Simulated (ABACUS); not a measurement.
**HfO2 under changes of volume**

One of the cells (11.152 Å³/atom); the others are scaled copies at fixed shape and fractional positions:

```
Hf O
1.0
     0.00000    2.55750    2.55750
     2.55750    0.00000    2.55750
     2.55750    2.55750    0.00000
Hf O
1 2
Cartesian
  0.0000 0.0000 0.0000
  3.8363 3.8363 3.8363
  1.2788 1.2788 1.2788
```

Measurements of this composition are mostly on another form, of space group No. 14.

- Program: ABACUS 3.10.1
- Functional: PBEsol
- Potentials or basis: PseudoDojo NC SR 0.4.1 PBEsol standard
- Cutoff: 1143 eV
- Density cutoff: 4572 eV
- Basis: plane waves
- k mesh: 9 × 9 × 9
- Occupations: fermi-dirac, width 0.05 eV
- Spin: no spin polarisation

```csv
volume (Å³/atom),energy over the lowest point (meV/atom),pressure (GPa),gap on the mesh (eV)
10.483,0.00,1.8,3.92
10.706,1.40,-3.8,3.86
10.929,10.11,-8.8,3.81
11.152,?,?,?
11.375,46.52,-17.2,3.70
11.598,72.90,-20.7,3.64
11.821,103.98,-23.9,3.59
```

Question: What does the run at 11.152 Å³/atom give?

Answer: Energy over the lowest point 25.38 meV/atom; pressure -13.2 GPa; gap on the mesh 3.75 eV.

Worked out: A Birch-Murnaghan fit of order 3 (a polynomial in V^(-2/3)) to the other rows has its minimum at 10.55 Å³/atom with B0 = V·E''(V) = 268 GPa and B' = 4.3. It gives 25.38 meV/atom at 11.152 Å³/atom, against the run's 25.38, and -dE/dV = -13.2 GPa, against -13.2. A straight line through the other rows of the gap, of slope -2.75 eV per unit of ln V, gives 3.75 eV, against the run's 3.75.

Energies are extrapolated to zero smearing.

Caveats: spin-orbit coupling is left out, which moves the levels of the heavy elements; an odd mesh through Γ misses points on the zone boundary, where band edges often lie.
